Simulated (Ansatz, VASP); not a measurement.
**GaSb3 in VASP and in Ansatz**

The input INCAR:

```
SYSTEM = GaSb3
ALGO = Normal
EDIFF = 1E-6
ENCUT = 520
GGA = PS
ISIF = 2
ISMEAR = -1
LASPH = .TRUE.
LCHARG = .TRUE.
LELF = .TRUE.
LREAL = .FALSE.
LVHAR = .TRUE.
LWAVE = .FALSE.
NBANDS = 22
NELM = 60
PREC = Accurate
SIGMA = 0.05
```

File KPOINTS:

```
k-points
0
G
  6 6 6
  0 0 0
```

POSCAR

```
GaSb3
1.0
    0.0000000000      3.7553016472      3.7553016472
    3.7553016472      0.0000000000      3.7553016472
    3.7553016472      3.7553016472      0.0000000000
Sb Ga
3 1
Direct
    0.5000000000      0.5000000000      0.5000000000
    0.7500000000      0.7500000000      0.7500000000
    0.2500000000      0.2500000000      0.2500000000
    0.0000000000      0.0000000000      0.0000000000
```

Contents of input.yaml:

```yaml
crystal:
  lattice:
    - [0.0, 3.7553016472, 3.7553016472]
    - [3.7553016472, 0.0, 3.7553016472]
    - [3.7553016472, 3.7553016472, 0.0]
  atoms:
    - { symbol: Sb, position: [0.5, 0.5, 0.5] }
    - { symbol: Sb, position: [0.75, 0.75, 0.75] }
    - { symbol: Sb, position: [0.25, 0.25, 0.25] }
    - { symbol: Ga, position: [0.0, 0.0, 0.0] }
kpoints:
  mp_grid: { grid: [6, 6, 6] }
scf:
  occupations: { method: fermi_dirac, width: 0.05 }
hamiltonian:
  xc: pbesol
  pseudopotentials: { kind: all_electron, lapw: { basis_error: 0.001 } }
output:
  forces: true
  stress: true
  eigenvalues: true
```

Change from the starting cell: volume scaled by 1.02.

Alike in both runs: task single point; functional PBEsol; k mesh 6 × 6 × 6; occupations fermi-dirac, width 0.05 eV; no spin polarisation.

```csv
,VASP,Ansatz
version,VASP 6.6.1,Ansatz 0.2.0
potentials or method,"VASP PAW PBE potentials, release 64 (Sb, Ga_d)","all-electron LAPW, scalar-relativistic"
plane-wave cutoff (eV),520,see its input
```

VASP gave:

```
gap on the k mesh at the Fermi level (eV) : none
pressure (GPa)                            : -4.3
```

Question: Estimate Ansatz's values.

Answer: gap on the k mesh at the Fermi level (eV): none; pressure (GPa): -4.2.

A gap of «none» marks a metal or a gap that the smearing closes. Ansatz ran all-electron here, so the differences hold the error of VASP's frozen core and of both bases.

Caveats: the PAW data sets were made with another functional, which shifts forces and pressure a little (VASP). Spin-orbit coupling is left out, which matters for the levels of Sb.
